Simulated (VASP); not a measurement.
# CoSi (Pm-3m) in VASP: further runs

Runs on CoSi. Level: PBEsol. Tasks: single point.

Program: VASP 6.6.1. These are calculated values, not measurements. Logs are shortened: lines on timing, memory, paths and dates and some standing lists are left out, and cuts for length are marked.

**1. Starting point**

The structure is cubic, space group Pm-3m (No. 221). Conventional cell: a = 2.781 Å, b = 2.781 Å, c = 2.781 Å, α = 90.00°, β = 90.00°, γ = 90.00°. Around Co (site symmetry m-3m) lie 8 Si at 2.41 Å. Si (site symmetry m-3m) is surrounded by 8 Co at 2.41 Å.

Measurements of this composition are mostly on another form, of space group No. 198.

**2. Single point, PBEsol, collinear spin, ferromagnetic start**

File INCAR:

```
ADDGRID = False
ALGO = Normal
EDIFF = 1E-7
ENCUT = 550
GGA = PS
ISIF = 2
ISMEAR = 1
ISPIN = 2
LASPH = True
LCHARG = False
LMAXMIX = 4
LORBIT = 11
LREAL = False
LWAVE = False
MAGMOM = 2 0
NELM = 100
PREC = Accurate
SIGMA = 0.15
```

File KPOINTS:

```
k-points
0
Gamma
  15 15 15
```

File POSCAR:

```
CoSi
1.0
    2.7813340000      0.0000000000      0.0000000000
    0.0000000000      2.7813340000      0.0000000000
    0.0000000000      0.0000000000      2.7813340000
Co Si
1 1
Direct
    0.0000000000      0.0000000000      0.0000000000
    0.5000000000      0.5000000000      0.5000000000
```

Potentials or basis: VASP PAW PBE potentials, release 64 (Co, Si).

Run with:

```sh
cat potpaw_PBE.64/Co/POTCAR potpaw_PBE.64/Si/POTCAR > POTCAR
mpirun -np 1 vasp_std > vasp.out
```

OUTCAR:

```text
EDIFF = 1E-7
   ENCUT = 550
   GGA = PS
   ISIF = 2
   ISMEAR = 1
   ISPIN = 2
   LASPH = True
   LORBIT = 11
   LREAL = False
   NELM = 100
   PREC = Accurate

 Found    120 irreducible k-points:

 Following reciprocal coordinates:
            Coordinates               Weight
  0.000000  0.000000  0.000000      1.000000
  0.066667  0.000000  0.000000      6.000000
  0.133333  0.000000  0.000000      6.000000
  0.200000  0.000000  0.000000      6.000000
  0.266667  0.000000  0.000000      6.000000
  0.333333  0.000000  0.000000      6.000000
   k-points           NKPTS =    120   k-points in BZ     NKDIM =    120   number of bands    NBANDS=     11
   number of dos      NEDOS =    301   number of ions     NIONS =      2
   total plane-waves  NPLWV =  13824
   dimension x,y,z NGX =    24 NGY =   24 NGZ =   24
   dimension x,y,z NGXF=    48 NGYF=   48 NGZF=   48
   ions per type =               1   1
   NGX,Y,Z   is equivalent  to a cutoff of  14.35, 14.35, 14.35 a.u.
   NGXF,Y,Z  is equivalent  to a cutoff of  28.69, 28.69, 28.69 a.u.
 SYSTEM =  unknown system
   PREC   = accura    normal or accurate (medium, high low for compatibility)
   ISTART =      0    job   : 0-new  1-cont  2-samecut
   ICHARG =      2    charge: 1-file 2-atom 10-const
   ISPIN  =      2    spin polarized calculation?
   LNONCOLLINEAR =      F non collinear calculations
   LSORBIT =      F    spin-orbit coupling
   LASPH  =      T    aspherical Exc in radial PAW
   ENCUT  =  550.0 eV  40.42 Ry    6.36 a.u.   5.32  5.32  5.32*2*pi/ulx,y,z
   NELM   =    100;   NELMIN=  2; NELMDL= -5     # of ELM steps
   EDIFF  = 0.1E-06   stopping-criterion for ELM
   LREAL  =      F    real-space projection
   EDIFFG = 0.1E-05   stopping-criterion for IOM
   NSW    =      0    number of steps for IOM
   IBRION =     -1    ionic relax: 0-MD 1-quasi-New 2-CG
   NFREE  =      0    steps in history (QN), initial steepest desc. (CG)
   ISIF   =      2    stress and relaxation
   ISYM   =      2    0-nonsym 1-usesym 2-fastsym
   POTIM  = 0.5000    time-step for ionic-motion
   TEBEG  =    0.0;   TEEND  =   0.0 temperature during run
   PSTRESS=    0.0 pullay stress
   NELECT =      13.0000    total number of electrons
   NUPDOWN=      -1.0000    fix difference up-down
   EMIN   =  10.00;   EMAX   =-10.00  energy-range for DOS
   EFERMI =   0.00;   METHOD = LEGACY
   ISMEAR =     1;   SIGMA  =   0.15  broadening in eV -4-tet -1-fermi 0-gaus
   EFERMI_NEDOS =   21; number of points for ismear=-14 and -15
   IALGO  =     38    algorithm
   IMIX   =      4    mixing-type and parameters
     AMIX     =   0.40;   BMIX     =  1.00
     AMIX_MAG =   1.60;   BMIX_MAG =  1.00
  volume/ion in A,a.u.               =      10.76        72.60
  Fermi-wavevector in a.u.,A,eV,Ry     =   1.384000  2.615381 26.061367  1.915456
  Thomas-Fermi vector in A             =   2.508545
   LORBIT       =     11    0 simple, 1 ext, 2 COOP (PROOUT), +10 PAW based schemes
   GGA     = PS    functional components
   LHFCALC =     F    Hartree Fock is set to
   AEXX    =    0.0000 exact exchange contribution
   IVDW    =     0    specifies the selected vdW correction
   LEPSILON=     F    determine dielectric tensor
   LRPA    =     F    only Hartree local field effects (RPA)
 spin polarized calculation
 Methfessel and Paxton  Order N= 1 SIGMA  =   0.15
  energy-cutoff  :      550.00
[... 29 lines left out ...]
      3       8.6041      1.00000
      4      11.1584      1.00000
      5      11.1584      1.00000
      6      11.1584      1.00000
      7      15.7101     -0.00000
      8      15.7101     -0.00000
      9      15.7101     -0.00000
     10      20.1891      0.00000
     11      20.1891      0.00000
[... 57 lines left out ...]
 k-point     6 :       0.3333    0.0000    0.0000
  band No.  band energies     occupation
      1       0.5409      1.00000
      2       6.1950      1.00000
      3       9.1385      1.00000
      4      10.1559      1.00000
      5      10.1559      1.00000
      6      11.2699      1.00000
      7      12.0629      1.00000
      8      18.5934      0.00000
      9      18.5934      0.00000
     10      19.6362      0.00000
     11      23.6971      0.00000

 [... further k-points ...]

 spin component 2

 k-point     1 :       0.0000    0.0000    0.0000
  band No.  band energies     occupation
      1      -1.5042      1.00000
      2       9.1415      1.00000
      3       9.1415      1.00000
      4      11.5338      1.00000
      5      11.5338      1.00000
      6      11.5338      1.00000
      7      15.7334      0.00000
      8      15.7334      0.00000
      9      15.7334      0.00000
     10      20.4379      0.00000
     11      20.4379      0.00000
[... 57 lines left out ...]
 k-point     6 :       0.3333    0.0000    0.0000
  band No.  band energies     occupation
      1       0.5627      1.00000
      2       6.3143      1.00000
      3       9.7457      1.00000
      4      10.4699      1.00000
      5      10.4699      1.00000
      6      11.6511      1.00000
      7      12.7225      0.55707
      8      18.6693      0.00000
      9      18.6693      0.00000
     10      19.7091      0.00000
     11      23.7816      0.00000

 [... further k-points ...]

------------------------ aborting loop because EDIFF is reached ----------------------------------------

  FORCE on cell =-STRESS in cart. coord.  units (eV):
  Direction    XX          YY          ZZ          XY          YZ          ZX
  --------------------------------------------------------------------------------------
  -------------------------------------------------------------------------------------
  Total       -0.8733542     -0.8733542     -0.8733542     -0.0000000     -0.0000000      0.0000000
  in kB      -65.0341624    -65.0341624    -65.0341624     -0.0000000     -0.0000000      0.0000000
  external PRESSURE =     -65.0341624 kB  Pullay stress =       0.0000000 kB

 VOLUME and BASIS-vectors are now :
 -----------------------------------------------------------------------------
  energy-cutoff  :      550.00
  volume of cell :       21.52
      direct lattice vectors                 reciprocal lattice vectors
     2.781334000  0.000000000  0.000000000     0.359539703  0.000000000  0.000000000
     0.000000000  2.781334000  0.000000000     0.000000000  0.359539703  0.000000000
     0.000000000  0.000000000  2.781334000     0.000000000  0.000000000  0.359539703

 POSITION                                       TOTAL-FORCE (eV/Angst)
 -----------------------------------------------------------------------------------
      0.00000      0.00000      0.00000         0.000000      0.000000      0.000000
      1.39067      1.39067      1.39067         0.000000      0.000000      0.000000
 -----------------------------------------------------------------------------------
    total drift:                                0.000000      0.000000      0.000000

  FREE ENERGIE OF THE ION-ELECTRON SYSTEM (eV)
  ---------------------------------------------------
  free  energy   TOTEN  =       -14.5348910261 eV

  energy  without entropy=      -14.5316509589  energy(sigma->0) =      -14.53381100

 total charge

# of ion       s       p       d       tot
------------------------------------------
    1        0.441   0.593   7.583   8.617
    2        0.709   0.861   0.000   1.571
--------------------------------------------------
tot          1.150   1.454   7.583  10.188

 magnetization (x)

# of ion       s       p       d       tot
------------------------------------------
    1        0.007   0.002   0.520   0.529
    2        0.002   0.010   0.000   0.013
--------------------------------------------------
tot          0.010   0.013   0.520   0.542
```

OSZICAR:

```text
N       E                     dE             d eps       ncg     rms          rms(c)
DAV:   1     0.448923218970E+02    0.44892E+02   -0.59490E+03  5352   0.129E+03
DAV:   2    -0.139963165453E+02   -0.58889E+02   -0.55108E+02  5364   0.216E+02
DAV:   3    -0.160702839558E+02   -0.20740E+01   -0.20166E+01  6298   0.478E+01
DAV:   4    -0.161086232015E+02   -0.38339E-01   -0.38281E-01  6229   0.585E+00
DAV:   5    -0.161096655196E+02   -0.10423E-02   -0.10422E-02  6417   0.103E+00    0.158E+01
DAV:   6    -0.190850464655E+02   -0.29754E+01   -0.54378E+01  6062   0.126E+02    0.180E+01
DAV:   7    -0.145460886743E+02    0.45390E+01   -0.25525E+01  6206   0.853E+01    0.267E+00
DAV:   8    -0.145514973211E+02   -0.54086E-02   -0.51421E-01  6082   0.619E+00    0.147E+00
DAV:   9    -0.145361375742E+02    0.15360E-01   -0.36975E-02  6726   0.298E+00    0.605E-01
DAV:  10    -0.145351247169E+02    0.10129E-02   -0.10480E-03  7821   0.380E-01    0.203E-01
DAV:  11    -0.145348884561E+02    0.23626E-03   -0.17614E-04  6528   0.170E-01    0.932E-02
DAV:  12    -0.145349034293E+02   -0.14973E-04   -0.72889E-05  7234   0.119E-01    0.359E-02
DAV:  13    -0.145348922316E+02    0.11198E-04   -0.23327E-06  6897   0.210E-02    0.104E-02
DAV:  14    -0.145348918109E+02    0.42065E-06   -0.43353E-07  4334   0.912E-03    0.621E-03
DAV:  15    -0.145348910166E+02    0.79432E-06   -0.14764E-06  6944   0.136E-02    0.156E-03
DAV:  16    -0.145348910261E+02   -0.95121E-08   -0.41419E-08  3225   0.214E-03
   1 F= -.14534891E+02 E0= -.14533811E+02  d E =-.324007E-02  mag=     0.5324
```

stdout:

```text
POSCAR found type information on POSCAR CoSi
 POSCAR found :  2 types and       2 ions
 scaLAPACK will be used
 -----------------------------------------------------------------------------
|                                                                             |
|                                                                             |
|     You enforced a specific xc type in the INCAR file but a different       |
|     I HOPE YOU KNOW WHAT YOU ARE DOING!                                     |
|                                                                             |
 -----------------------------------------------------------------------------

 LDA part: xc-table for (Slater+PW92), standard interpolation
 POSCAR, INCAR and KPOINTS ok, starting setup
 FFT: planning ... GRIDC
 FFT: planning ... GRID_SOFT
 FFT: planning ... GRID
 WAVECAR not read
 entering main loop
```

Run time: 20 s. Hardware: 1 thread of Intel Xeon 6975P-C (Granite Rapids), shared host; peak memory 0.18 GiB.

The run converged, but some of its settings lie outside the range that counts as converged, so its numbers aren't taken as properties of the crystal.

Results:

| Item | Value |
| --- | --- |
| Free energy | -14.5349 eV |
| Pressure | -6.5 GPa |
| Band gap on the k mesh | none (metal or under the smearing width) |
| Net moment | 0.53 μB per cell |
| Site moments | Co +0.53; Si +0.01 μB |
| Valence electrons inside the program's atomic spheres | Co 8.62; Si 1.57 |

Caveat: the PAW data sets were made with another functional, which shifts forces and pressure a little.

**3. Single point, PBEsol, collinear spin, ferromagnetic start**

INCAR, as its differences from that of step 2:

```diff
@@ -16,3 +16,3 @@
 NELM = 100
-PREC = Accurate
+PREC = Low
 SIGMA = 0.15
```

KPOINTS is that of step 2.

POSCAR is that of step 2.

Potentials or basis: VASP PAW PBE potentials, release 64 (Co, Si).

Run with:

```sh
cat potpaw_PBE.64/Co/POTCAR potpaw_PBE.64/Si/POTCAR > POTCAR
mpirun -np 1 vasp_std > vasp.out
```

Run time: 10 s. Hardware: 1 thread of Intel Xeon 6975P-C (Granite Rapids), shared host; peak memory 0.15 GiB.

These settings aren't checked as converged: the numbers below hold their error.

What came out:

| Property | Result |
| --- | --- |
| Free energy | -14.5347 eV |
| Pressure | -6.5 GPa |
| Band gap on the k mesh | none (metal or under the smearing width) |
| Net moment | 0.53 μB per cell |
| Site moments | Co +0.53; Si +0.01 μB |
| Valence electrons inside the program's atomic spheres | Co 8.62; Si 1.57 |

Caveat: the PAW data sets were made with another functional, which shifts forces and pressure a little.

[end of part 1 of 2]
